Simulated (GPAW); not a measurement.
Write an ASE script for GPAW 26.7.0 that does the following.

```
Task                : band structure
Functional          : PBE
Potentials or basis : GPAW PAW data sets (gpaw-data 1.2.1)
Basis               : lcao:dzp
Grid spacing        : 0.16 Å
k mesh              : 11 × 11 × 11
Occupations         : fermi-dirac, width 0.05 eV
Spin                : no spin polarisation
Maxiter             : 150
Band path           : GXWKGLUWLK,UX
Band points         : 60
```

Au:

```
Au
1.0
     0.00000    2.03500    2.03500
     2.03500    0.00000    2.03500
     2.03500    2.03500    0.00000
Au
1
Direct
  0.00000 0.00000 0.00000
```

The input as run:

run.py

```python
from ase.dft.bandgap import bandgap
from ase.io import write
from ase.spacegroup import crystal
from gpaw import GPAW

# Au 4a
atoms = crystal(['Au'],
                basis=[[0.0, 0.0, 0.0]],
                spacegroup=225, setting=1,  # Fm-3m
                cellpar=[4.07, 4.07, 4.07, 90.0, 90.0, 90.0],
                primitive_cell=True)

calc = GPAW(mode='lcao',
            h=0.16,
            basis='dzp',
            xc='PBE',
            kpts={'size': (11, 11, 11), 'gamma': True},
            occupations={'name': 'fermi-dirac', 'width': 0.05},
            convergence={'density': 1e-05, 'energy': 1e-05},
            maxiter=150,
            txt='gpaw.txt')
atoms.calc = calc
energy = atoms.get_potential_energy()
forces = atoms.get_forces()
calc.write('gs.gpw')
write('result.traj', atoms)
print(f'Energy: {energy:.6f} eV')
print('Forces (eV/A):')
print(forces.round(4))
print('Fermi level:', round(calc.get_fermi_level(), 4), 'eV')
print(f'Gap: {bandgap(calc)[0]:.4f} eV, direct: {bandgap(calc, direct=True)[0]:.4f} eV')

path = atoms.cell.bandpath('GXWKGLUWLK,UX', npoints=60, eps=1e-4)
bs_calc = calc.fixed_density(kpts=path, symmetry='off', txt='bands.txt')
bs = bs_calc.band_structure()
bs.write('bs.json')
print(f'Gap on the path: {bandgap(bs_calc)[0]:.4f} eV')
```

Potentials or basis: GPAW PAW data sets (gpaw-data 1.2.1), lcao:dzp.

The run is started by

```bash
$ OMP_NUM_THREADS=1 python run.py
```

Results of the run:

```json
{
 "Band gap along the path": "none (metal or under the smearing width)"
}
```

Caveat: the real-space grid adds noise to forces; spin-orbit coupling is left out, which moves the levels of the heavy elements; the basis of atomic orbitals isn't converged, which shifts pressures, moduli and gaps.

It took 71 s on 1 thread of AMD EPYC 7R13 Processor (Zen 3), on a shared host, peak memory 0.16 GiB.
